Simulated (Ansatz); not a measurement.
Cu:

```
Cu
1.0
     2.53410    0.00000    0.00000
    -1.26705    2.19459    0.00000
     0.00000    0.00000    4.11257
Cu
2
Direct
  0.66667 0.33333 0.75000
  0.33333 0.66667 0.25000
```

This isn't the form of Cu at room conditions, which is fcc.

```yaml
Program: Ansatz 0.2.0
Task: relaxation of cell and atoms
Functional: PBE0
Potentials_or_basis: Ansatz PAW
Cutoff: "420 eV (not typed: the program's choice for these potentials)"
k_mesh: 6 × 6 × 4
Occupations: fermi-dirac, width 0.05 eV
Spin: no spin polarisation
```

At the start: volume 11.44 Å³/atom.

How do energy, volume and symmetry change on relaxing?

It ends after 7 steps and the volume is 12.10 Å³/atom (+5.8 %); space group P6_3/mmc (No. 194, to 0.05 Å).

Step by step:
| step | energy change (eV) | largest force (eV/Å) | volume (Å³) |
| --- | --- | --- | --- |
| 1 | 0.0000 | 0.0000 | 22.87 |
| 2 | -0.0219 | 0.0000 | 23.45 |
| 3 | -0.0307 | 0.0000 | 24.13 |
| 4 | -0.0306 | 0.0000 | 24.22 |
| 5 | -0.0335 | 0.0000 | 24.22 |
| 6 | -0.0335 | 0.0000 | 24.20 |
| 7 | -0.0334 | 0.0000 | 24.20 |

Final structure:
```yaml
crystal:
  lattice:
    - [2.59349, 0.00000, 0.00000]
    - [-1.29675, 2.24603, 0.00000]
    - [0.00000, 0.00000, 4.15372]
  atoms:
    - { symbol: Cu, position: [0.66667, 0.33333, 0.75000] }
    - { symbol: Cu, position: [0.33333, 0.66667, 0.25000] }
```

Caveat: the k mesh is coarse (spacing up to 0.48 Å⁻¹), so the values aren't converged, least of all with exact exchange; the plane-wave basis is chosen anew once the cell has moved, so the energies of steps on either side of that aren't comparable; the pressure holds a Pulay correction of +0.4 GPa for the finite cutoff; the PAW data sets come from PBE, with cores solved anew for the run's functional, which leaves a small shift of forces and pressure.
